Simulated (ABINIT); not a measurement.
## SiC (Moissanite): single point with PBE

Crystal: SiC (Moissanite).

```
CELL_PARAMETERS angstrom
3.09285 0.00000 0.00000
-1.54642 2.67848 0.00000
0.00000 0.00000 5.07562
ATOMIC_POSITIONS crystal
Si 0.66667 0.33333 0.50458
Si 0.33333 0.66667 0.00458
C 0.66667 0.33333 0.88042
C 0.33333 0.66667 0.38042
```

The cell isn't the ideal one: cell relaxed.

| Quantity | Value |
| --- | --- |
| Program | ABINIT 10.8.3 (patched build) |
| Task | single point |
| Functional | PBE |
| Potentials or basis | Ansatz NC PBE |
| Cutoff | 1007 eV |
| k mesh | 8 × 8 × 4 |
| Occupations | fermi-dirac, width 0.05 eV |
| Spin | no spin polarisation |

```yaml
Pressure: -0.1 GPa
Band_gap_on_the_k_mesh: 2.55 eV, indirect (least direct gap 3.93 eV)
Valence_electrons_inside_the_program's_atomic_spheres: Si 1.93; C 4.23
```

Levels at points of the mesh, in eV from the valence-band top:
| k point | band 6 | band 7 | band 8 | band 9 | band 10 | band 11 |
| --- | --- | --- | --- | --- | --- | --- |
| (0.00, 0.00, 0.00) | -0.11 | 0.00 | 0.00 | 4.65 | 6.02 | 6.56 |
| (0.50, 0.00, 0.00) | -3.29 | -3.24 | -1.19 | 2.74 | 4.20 | 6.74 |
| (0.00, 0.00, 0.50) | -0.71 | -0.71 | -0.71 | 5.74 | 5.74 | 7.25 |
| (0.50, 0.00, 0.50) | -2.43 | -2.32 | -2.32 | 3.24 | 3.24 | 5.18 |

Run time: 34 s on 1 thread of Arm Neoverse V1 (shared host), peak memory 0.09 GiB.

A k mesh can miss the band edges.
